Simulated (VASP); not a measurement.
# YN (Fm-3m) in VASP: further runs

One crystal, YN, is run at these levels: PBE+D3(BJ), PBEsol; tasks: relaxation of cell and atoms, single point.

Everything below comes from runs of VASP 6.6.1. Logs are shortened: lines on timing, memory, paths and dates and some standing lists are left out, and cuts for length are marked.

**1. The structure**

It takes space group Fm-3m (No. 225, cubic). The conventional cell has a = 4.897 Å, b = 4.897 Å, c = 4.897 Å, α = 90.00°, β = 90.00°, γ = 90.00°. Y (site symmetry m-3m) has 6 N at 2.45 Å as nearest neighbours. Around N (site symmetry m-3m) lie 6 Y at 2.45 Å.

The cell comes from a database or a generator and needn't be the stable form of this composition.

**2. Relaxation of cell and atoms, PBE+D3(BJ)**

File INCAR:

```
  PREC = Accurate
  ENCUT = 600
  EDIFF = 1E-7
  ISMEAR = 0
  SIGMA = 0.1
  LREAL = False
  LASPH = True
  NELM = 60
  ALGO = Normal
  ISIF = 3
  LWAVE = False
  LCHARG = False
  GGA = PE
  IVDW = 12
  IBRION = 2
  NSW = 90
  EDIFFG = -0.005
```

File KPOINTS:

```
regular mesh
0
Gamma
  12 12 12
```

File POSCAR:

```
YN
1.0
    0.0000000000      2.4483614500      2.4483614500
    2.4483614500      0.0000000000      2.4483614500
    2.4483614500      2.4483614500      0.0000000000
Y N
1 1
Direct
    0.0000000000      0.0000000000      0.0000000000
    0.5000000000      0.5000000000      0.5000000000
```

Potentials or basis: VASP PAW PBE potentials, release 64 (Y_sv, N).

Launch:

```bash
> cat potpaw_PBE.64/Y_sv/POTCAR potpaw_PBE.64/N/POTCAR > POTCAR
> mpirun -np 1 vasp_std > vasp.out
```

OUTCAR:

```text
PREC = Accurate
   ENCUT = 600
   EDIFF = 1E-7
   ISMEAR = 0
   LREAL = False
   LASPH = True
   NELM = 60
   ISIF = 3
   GGA = PE
   IVDW = 12
   IBRION = 2
   NSW = 90
   EDIFFG = -0.005
 IVDW          = 12

 ion  position               nearest neighbor table
   1  0.000  0.000  0.000-   2 2.45   2 2.45   2 2.45   2 2.45   2 2.45   2 2.45
   2  0.500  0.500  0.500-   1 2.45   1 2.45   1 2.45   1 2.45   1 2.45   1 2.45

  LATTYP: Found a face centered cubic cell.
 ALAT       =     4.8967229000

  Lattice vectors:

 A1 = (   0.0000000000,   2.4483614500,   2.4483614500)
 A2 = (   2.4483614500,   0.0000000000,   2.4483614500)
 A3 = (   2.4483614500,   2.4483614500,   0.0000000000)

Analysis of symmetry for initial positions (statically):
=====================================================================
 Subroutine PRICEL returns:
 Original cell was already a primitive cell.

 Routine SETGRP: Setting up the symmetry group for a
 face centered cubic supercell.

 Subroutine GETGRP returns: Found 48 space group operations
 (whereof 48 operations were pure point group operations)
 out of a pool of 48 trial point group operations.

The static configuration has the point symmetry O_h .

Analysis of symmetry for dynamics (positions and initial velocities):
=====================================================================
 Subroutine PRICEL returns:
 Original cell was already a primitive cell.

 Routine SETGRP: Setting up the symmetry group for a
 face centered cubic supercell.

 Subroutine GETGRP returns: Found 48 space group operations
 (whereof 48 operations were pure point group operations)
 out of a pool of 48 trial point group operations.

The dynamic configuration has the point symmetry O_h .

 Subroutine INISYM returns: Found 48 space group operations
 (whereof 48 operations are pure point group operations),
 and found     1 'primitive' translations

----------------------------------------------------------------------------------------

                                     Primitive cell

  volume of cell :      29.3533

  direct lattice vectors                    reciprocal lattice vectors
     0.000000000  2.448361450  2.448361450    -0.204218213  0.204218213  0.204218213
     2.448361450  0.000000000  2.448361450     0.204218213 -0.204218213  0.204218213
     2.448361450  2.448361450  0.000000000     0.204218213  0.204218213 -0.204218213

  length of vectors
     3.462505968  3.462505968  3.462505968     0.353716321  0.353716321  0.353716321

  position of ions in fractional coordinates (direct lattice)
     0.000000000  0.000000000  0.000000000
     0.500000000  0.500000000  0.500000000

  ion indices of the primitive-cell ions
   primitive index   ion index
                 1           1
                 2           2

----------------------------------------------------------------------------------------

 KPOINTS: regular mesh

Automatic generation of k-mesh.
 Grid dimensions read from file:
 generate k-points for:   12   12   12

 Generating k-lattice:

  Cartesian coordinates                     Fractional coordinates (reciprocal lattice)
    -0.017018184  0.017018184  0.017018184     0.083333333  0.000000000  0.000000000
     0.017018184 -0.017018184  0.017018184     0.000000000  0.083333333  0.000000000
     0.017018184  0.017018184 -0.017018184     0.000000000  0.000000000  0.083333333

  Length of vectors
     0.029476360  0.029476360  0.029476360

  Shift w.r.t. Gamma in fractional coordinates (k-lattice)
     0.000000000  0.000000000  0.000000000

 Subroutine IBZKPT returns following result:
 ===========================================

 Found     72 irreducible k-points:

 Following reciprocal coordinates:
            Coordinates               Weight
  0.000000  0.000000  0.000000      1.000000
  0.083333  0.000000  0.000000      8.000000
  0.166667  0.000000  0.000000      8.000000
  0.250000  0.000000  0.000000      8.000000
  0.333333  0.000000  0.000000      8.000000
  0.416667  0.000000  0.000000      8.000000
[... 16 lines left out ...]
  0.500000  0.166667  0.000000     24.000000
 -0.416667  0.166667  0.000000     24.000000
 [... further k-points ...]
   k-points           NKPTS =     72   k-points in BZ     NKDIM =     72   number of bands    NBANDS=     12
   number of dos      NEDOS =    301   number of ions     NIONS =      2
   total plane-waves  NPLWV =  21952
   dimension x,y,z NGX =    28 NGY =   28 NGZ =   28
   dimension x,y,z NGXF=    56 NGYF=   56 NGZF=   56
   ions per type =               1   1
   NGX,Y,Z   is equivalent  to a cutoff of  13.44, 13.44, 13.44 a.u.
   NGXF,Y,Z  is equivalent  to a cutoff of  26.89, 26.89, 26.89 a.u.
 SYSTEM =  unknown system
   PREC   = accura    normal or accurate (medium, high low for compatibility)
   ISTART =      0    job   : 0-new  1-cont  2-samecut
   ICHARG =      2    charge: 1-file 2-atom 10-const
   ISPIN  =      1    spin polarized calculation?
   LNONCOLLINEAR =      F non collinear calculations
   LSORBIT =      F    spin-orbit coupling
   LASPH  =      T    aspherical Exc in radial PAW
   ENCUT  =  600.0 eV  44.10 Ry    6.64 a.u.   6.92  6.92  6.92*2*pi/ulx,y,z
   NELM   =     60;   NELMIN=  2; NELMDL= -5     # of ELM steps
   EDIFF  = 0.1E-06   stopping-criterion for ELM
   LREAL  =      F    real-space projection
   EDIFFG = -.5E-02   stopping-criterion for IOM
   NSW    =     90    number of steps for IOM
   IBRION =      2    ionic relax: 0-MD 1-quasi-New 2-CG
   NFREE  =      1    steps in history (QN), initial steepest desc. (CG)
   ISIF   =      3    stress and relaxation
   ISYM   =      2    0-nonsym 1-usesym 2-fastsym
   POTIM  = 0.5000    time-step for ionic-motion
   TEBEG  =    0.0;   TEEND  =   0.0 temperature during run
   PSTRESS=    0.0 pullay stress
   NELECT =      16.0000    total number of electrons
   NUPDOWN=      -1.0000    fix difference up-down
   EMIN   =  10.00;   EMAX   =-10.00  energy-range for DOS
   EFERMI =   0.00;   METHOD = LEGACY
   ISMEAR =     0;   SIGMA  =   0.10  broadening in eV -4-tet -1-fermi 0-gaus
   EFERMI_NEDOS =   21; number of points for ismear=-14 and -15
   IALGO  =     38    algorithm
   IMIX   =      4    mixing-type and parameters
     AMIX     =   0.40;   BMIX     =  1.00
     AMIX_MAG =   1.60;   BMIX_MAG =  1.00
  volume/ion in A,a.u.               =      14.68        99.04
  Fermi-wavevector in a.u.,A,eV,Ry     =   1.337301  2.527133 24.332319  1.788375
  Thomas-Fermi vector in A             =   2.465861
   LORBIT       =      0    0 simple, 1 ext, 2 COOP (PROOUT), +10 PAW based schemes
   GGA     = PE    functional components
   LHFCALC =     F    Hartree Fock is set to
   AEXX    =    0.0000 exact exchange contribution
   IVDW    =    12    specifies the selected vdW correction
   LEPSILON=     F    determine dielectric tensor
   LRPA    =     F    only Hartree local field effects (RPA)
 conjugate gradient relaxation of ions
 non-spin polarized calculation
 Gauss-broadening in eV      SIGMA  =   0.10
  energy-cutoff  :      600.00
  volume of cell :       29.35
 maximum number of plane-waves:      1002
   NGX = 13   NGY = 13   NGZ = 13

--------------------------------------- Ionic step        1  -------------------------------------------

 number of electron      16.0000002 magnetization

 Free energy of the ion-electron system (eV)
  ---------------------------------------------------
  ext. energy  EPLUGINS =         0.00000000
  ---------------------------------------------------
  free energy    TOTEN  =       -18.23040440 eV

  energy without entropy =      -18.23032934  energy(sigma->0) =      -18.23036687

------------------------ aborting loop because EDIFF is reached ----------------------------------------

 Edisp (eV)   -0.64376

 E8    (eV) :    -0.2994

  FORCE on cell =-STRESS in cart. coord.  units (eV):
  Direction    XX          YY          ZZ          XY          YZ          ZX
  --------------------------------------------------------------------------------------
  -------------------------------------------------------------------------------------
  Total      -0.55338    -0.55338    -0.55338     0.00000    -0.00000    -0.00000
  in kB     -30.20474   -30.20474   -30.20474     0.00000    -0.00000    -0.00000
  external pressure =      -30.20 kB  Pullay stress =        0.00 kB
[... 61 lines left out ...]
  energy  without entropy=      -18.8722683550  energy(sigma->0) =      -18.87233791

--------------------------------------- Ionic step        3  -------------------------------------------

 number of electron      16.0000002 magnetization

 Free energy of the ion-electron system (eV)
  ---------------------------------------------------
  ext. energy  EPLUGINS =         0.00000000
  ---------------------------------------------------
  free energy    TOTEN  =       -18.22291579 eV

  energy without entropy =      -18.22281364  energy(sigma->0) =      -18.22286472

 E-fermi :   4.3192     XC(G=0): -11.3147

 val. band max:        4.2360382986   @ k =   0.0000   0.0000   0.0000
 cond. band min:       4.4020535244   @ k =   0.5000   0.5000   0.0000
 fundamental gap:      0.1660152258
 Fermi energy:         4.3191649206

 k-point     1 :       0.0000    0.0000    0.0000
  band No.  band energies     occupation
      1     -36.5324      2.00000
      2     -16.1636      2.00000
      3     -16.1636      2.00000
      4     -16.1636      2.00000
      5      -8.7146      2.00000
      6       4.2360      1.76024
      7       4.2360      1.76024
      8       4.2360      1.76024
      9       7.4007      0.00000
     10       7.4007      0.00000
     11       7.4007      0.00000
     12       8.5200      0.00000
[... 331 lines left out ...]
 k-point    24 :      -0.4167    0.1667    0.0000
  band No.  band energies     occupation
      1     -36.3930      2.00000
      2     -17.2142      2.00000
      3     -16.4464      2.00000
      4     -16.2892      2.00000
      5      -7.1803      2.00000
      6       0.6695      2.00000
      7       2.1571      2.00000
      8       2.2866      2.00000
      9       9.1868      0.00000
     10       9.6558      0.00000
     11      10.5455      0.00000
     12      12.4417      0.00000

 [... further k-points ...]

------------------------ aborting loop because EDIFF is reached ----------------------------------------

 Edisp (eV)   -0.65651

 E8    (eV) :    -0.3054

  FORCE on cell =-STRESS in cart. coord.  units (eV):
  Direction    XX          YY          ZZ          XY          YZ          ZX
  --------------------------------------------------------------------------------------
  -------------------------------------------------------------------------------------
  Total      -0.00134    -0.00134    -0.00134     0.00000     0.00000     0.00000
  in kB      -0.07459    -0.07459    -0.07459     0.00000     0.00000     0.00000
  external pressure =       -0.07 kB  Pullay stress =        0.00 kB
[... 17 lines left out ...]
  FREE ENERGIE OF THE ION-ELECTRON SYSTEM (eV)
  ---------------------------------------------------
  free  energy   TOTEN  =       -18.8794255161 eV

  energy  without entropy=      -18.8793233718  energy(sigma->0) =      -18.87937444

 reached required accuracy - stopping structural energy minimisation
```

It took 52 s on 1 thread of AMD EPYC 9R45 (Zen 5), shared host; peak memory 0.19 GiB.

Results:

* Free energy: -18.8794 eV
* Relaxed volume: 14.40 Å³/atom
* Relaxed cell: a = 3.441 Å, b = 3.441 Å, c = 3.441 Å, α = 60.00°, β = 60.00°, γ = 60.00°
* Space group after relaxing (to 0.05 Å): Fm-3m (No. 225)
* Energy gained by relaxing: 2.6 meV/atom
* Ionic steps: 3
* Pressure after relaxing: 0.0 GPa
* Band gap on the k mesh: 0.17 eV, indirect (least direct gap 0.54 eV)
* Dispersion energy per atom: -0.328 eV

The path:
| step | energy change (eV) | largest force (eV/Å) | pressure (GPa) | volume (Å³) |
| --- | --- | --- | --- | --- |
| 1 | 0.0000 | 0.0000 | -3.02 | 29.35 |
| 2 | 0.0018 | 0.0000 | 3.75 | 28.19 |
| 3 | -0.0053 | 0.0000 | -0.01 | 28.81 |

Final structure:
```xyz
2
Lattice="0.0000 2.4331 2.4331 2.4331 0.0000 2.4331 2.4331 2.4331 0.0000" Properties=species:S:1:pos:R:3 pbc="T T T"
Y     0.0000    0.0000    0.0000
N     2.4331    2.4331    2.4331
```

**3. Relaxation of cell and atoms, PBEsol**

Changes to INCAR since step 2:

```diff
@@ -1,3 +1,3 @@
   PREC = Accurate
-  ENCUT = 600
+  ENCUT = 300
   EDIFF = 1E-7
@@ -12,4 +12,3 @@
   LCHARG = False
-  GGA = PE
-  IVDW = 12
+  GGA = PS
   IBRION = 2
```

KPOINTS is that of step 2.

POSCAR is that of step 2.

Potentials or basis: VASP PAW PBE potentials, release 64 (Y_sv, N).

Launch:

```bash
> cat potpaw_PBE.64/Y_sv/POTCAR potpaw_PBE.64/N/POTCAR > POTCAR
> mpirun -np 1 vasp_std > vasp.out
```

It took 50 s on 1 thread of AMD EPYC 9R45 (Zen 5), shared host; peak memory 0.12 GiB.

The run converged, but a check on its numbers failed (symmetry, net force, bounds or a known fault of this set-up), so they aren't taken as properties of the crystal.

Caveat: the cutoff lies under the usual one of these potentials, so the numbers hold a large basis-set error; the PAW data sets were made with another functional, which shifts forces and pressure a little.

**4. Relaxation of cell and atoms, PBEsol**

Changes to INCAR since step 3:

```diff
@@ -1,3 +1,3 @@
   PREC = Accurate
-  ENCUT = 300
+  ENCUT = 600
   EDIFF = 1E-7
```

File KPOINTS:

```
regular mesh
0
Gamma
  4 4 4
```

POSCAR is that of step 3.

Potentials or basis: VASP PAW PBE potentials, release 64 (Y_sv, N).

Launch:

```bash
> cat potpaw_PBE.64/Y_sv/POTCAR potpaw_PBE.64/N/POTCAR > POTCAR
> mpirun -np 1 vasp_std > vasp.out
```

OUTCAR:

```text
PREC = Accurate
   ENCUT = 600
   EDIFF = 1E-7
   ISMEAR = 0
   LREAL = False
   LASPH = True
   NELM = 60
   ISIF = 3
   GGA = PS
   IBRION = 2
   NSW = 90
   EDIFFG = -0.005

 ion  position               nearest neighbor table
   1  0.000  0.000  0.000-   2 2.45   2 2.45   2 2.45   2 2.45   2 2.45   2 2.45
   2  0.500  0.500  0.500-   1 2.45   1 2.45   1 2.45   1 2.45   1 2.45   1 2.45

  LATTYP: Found a face centered cubic cell.
 ALAT       =     4.8967229000

  Lattice vectors:

 A1 = (   0.0000000000,   2.4483614500,   2.4483614500)
 A2 = (   2.4483614500,   0.0000000000,   2.4483614500)
 A3 = (   2.4483614500,   2.4483614500,   0.0000000000)

Analysis of symmetry for initial positions (statically):
[... 166 lines left out ...]
  Total       -0.6904085     -0.6904085     -0.6904085      0.0000000      0.0000000      0.0000000
  in kB      -37.6842717    -37.6842717    -37.6842717      0.0000000      0.0000000      0.0000000
  external PRESSURE =     -37.6842717 kB  Pullay stress =       0.0000000 kB
[... 59 lines left out ...]
--------------------------------------- Ionic step        3  -------------------------------------------

 number of electron      16.0000001 magnetization

 Free energy of the ion-electron system (eV)
  ---------------------------------------------------
  ext. energy  EPLUGINS =         0.00000000
  ---------------------------------------------------
  free energy    TOTEN  =       -19.07100285 eV

  energy without entropy =      -19.06600798  energy(sigma->0) =      -19.06850541

 E-fermi :   4.1680     XC(G=0): -11.5341

 val. band max:        4.1441152606   @ k =   0.0000   0.0000   0.0000
 cond. band min:       4.1919771365   @ k =   0.5000   0.5000   0.0000
 fundamental gap:      0.0478618758
 Fermi energy:         4.1680459886

 k-point     1 :       0.0000    0.0000    0.0000
  band No.  band energies     occupation
      1     -36.4983      2.00000
      2     -16.1498      2.00000
      3     -16.1498      2.00000
      4     -16.1498      2.00000
      5      -8.7733      2.00000
      6       4.1441      1.26497
      7       4.1441      1.26497
      8       4.1441      1.26496
      9       7.2382      0.00000
     10       7.2382      0.00000
     11       7.2382      0.00000
     12       8.3730      0.00000
[... 132 lines left out ...]
  FREE ENERGIE OF THE ION-ELECTRON SYSTEM (eV)
  ---------------------------------------------------
  free  energy   TOTEN  =       -19.0710028481 eV

  energy  without entropy=      -19.0660079763  energy(sigma->0) =      -19.06850541

 reached required accuracy - stopping structural energy minimisation
```

OSZICAR:

```text
N       E                     dE             d eps       ncg     rms          rms(c)
DAV:   1     0.634438685598E+02    0.63444E+02   -0.94436E+03   192   0.147E+03
DAV:   2    -0.185899502732E+02   -0.82034E+02   -0.71841E+02   228   0.284E+02
DAV:   3    -0.224151199398E+02   -0.38252E+01   -0.37835E+01   264   0.553E+01
[... 33 lines left out ...]
DAV:   5    -0.190708735911E+02   -0.21825E-02   -0.30397E-03   296   0.399E-01    0.114E-01
DAV:   6    -0.190710055824E+02   -0.13199E-03   -0.76067E-04   288   0.181E-01    0.586E-02
DAV:   7    -0.190710029633E+02    0.26190E-05   -0.36725E-05   228   0.662E-02    0.484E-03
DAV:   8    -0.190710027836E+02    0.17976E-06   -0.22352E-06   232   0.144E-02    0.333E-03
DAV:   9    -0.190710028481E+02   -0.64526E-07   -0.12555E-07   152   0.394E-03
   3 F= -.19071003E+02 E0= -.19068505E+02  d E =-.820871E-02
```

Wall time 16 s (1 thread of AMD EPYC 9R45 (Zen 5), shared host); peak memory 0.15 GiB.

Results:

```yaml
Free_energy: -19.0710 eV
Relaxed_volume: 14.34 Å³/atom
Relaxed_cell: a = 3.436 Å, b = 3.436 Å, c = 3.436 Å, α = 60.00°, β = 60.00°, γ = 60.00°
Space_group_after_relaxing_to_0.05_Å: Fm-3m (No. 225)
Energy_gained_by_relaxing: 4.1 meV/atom
Ionic_steps: 3
Pressure_after_relaxing: 0.0 GPa
Band_gap_on_the_k_mesh: 0.05 eV, indirect (least direct gap 0.43 eV)
```

Step by step:
| step | energy change (eV) | largest force (eV/Å) | pressure (GPa) | volume (Å³) |
| --- | --- | --- | --- | --- |
| 1 | 0.0000 | 0.0000 | -3.77 | 29.35 |
| 2 | 0.0028 | 0.0000 | 4.77 | 27.91 |
| 3 | -0.0082 | 0.0000 | -0.02 | 28.67 |

Final structure:
```
Y N
1.0
     0.00000    2.42931    2.42931
     2.42931    0.00000    2.42931
     2.42931    2.42931    0.00000
Y N
1 1
Direct
  0.00000 0.00000 0.00000
  0.50000 0.50000 0.50000
```

Caveat: the k mesh is coarse (spacing up to 0.56 Å⁻¹), so the values aren't converged; the PAW data sets were made with another functional, which shifts forces and pressure a little.

**5. Single point, PBEsol**

File INCAR:

```
  PREC = Accurate
  ENCUT = 520
  EDIFF = 1E-7
  ISMEAR = 0
  SIGMA = 0.1
  LREAL = False
  LASPH = True
  NELM = 60
  ALGO = Normal
  ISIF = 2
  LWAVE = False
  LCHARG = False
  GGA = PS
```

File KPOINTS:

```
regular mesh
0
Gamma
  12 12 12
```

POSCAR is that of step 4.

Launch:

```bash
> cat potpaw_PBE.64/Y_sv/POTCAR potpaw_PBE.64/N/POTCAR > POTCAR
> mpirun -np 1 vasp_std > vasp.out
```

Wall time 22 s (1 thread of AMD EPYC 9R45 (Zen 5), shared host); peak memory 0.16 GiB.

The run converged. Its results:

```
Free energy            : -19.1217 eV
Pressure               : -4.2 GPa
Band gap on the k mesh : 0.12 eV, indirect (least direct gap 0.51 eV)
```

Levels at points of the mesh, in eV from the valence-band top:
| k point | band 4 | band 5 | band 6 | band 7 | band 8 | band 9 | band 10 | band 11 | band 12 |
| --- | --- | --- | --- | --- | --- | --- | --- | --- | --- |
| (0.00, 0.00, 0.00) | -20.38 | -12.85 | 0.00 | 0.00 | 0.00 | 3.09 | 3.09 | 3.09 | 4.03 |
| (0.50, 0.00, 0.00) | -20.47 | -11.06 | -4.12 | -2.25 | -2.25 | 5.66 | 6.35 | 6.35 | 6.60 |
| (0.50, 0.50, 0.00) | -20.71 | -12.40 | -1.52 | -0.39 | -0.39 | 0.12 | 6.83 | 7.18 | 7.90 |

Caveat: the PAW data sets were made with another functional, which shifts forces and pressure a little.

**6. Summary**

| task | level | cell | k mesh | cutoff (eV) | mesh quality | gap on the mesh (eV) | pressure (GPa) | relaxed volume (Å³/atom) |
| --- | --- | --- | --- | --- | --- | --- | --- | --- |
| relaxation of cell and atoms | PBE+D3(BJ) | relaxed | 12 × 12 × 12 | 600 | not flagged | 0.17 | 0.0 | 14.40 |
| relaxation of cell and atoms | PBEsol | relaxed | 4 × 4 × 4 | 600 | coarse | 0.05 | 0.0 | 14.34 |
| single point | PBEsol | as given | 12 × 12 × 12 | 520 | not flagged | 0.12 | -4.2 | - |

Alike in all rows: potentials or basis VASP PAW PBE potentials, release 64 (Y_sv, N); no spin polarisation; smearing gaussian 0.1 eV.

Caveats: some runs use coarse meshes; the PAW data sets were made with another functional, which shifts forces and pressure a little (some runs).

Total energies depend on the potentials used, so only differences within one code and one set of settings carry meaning.
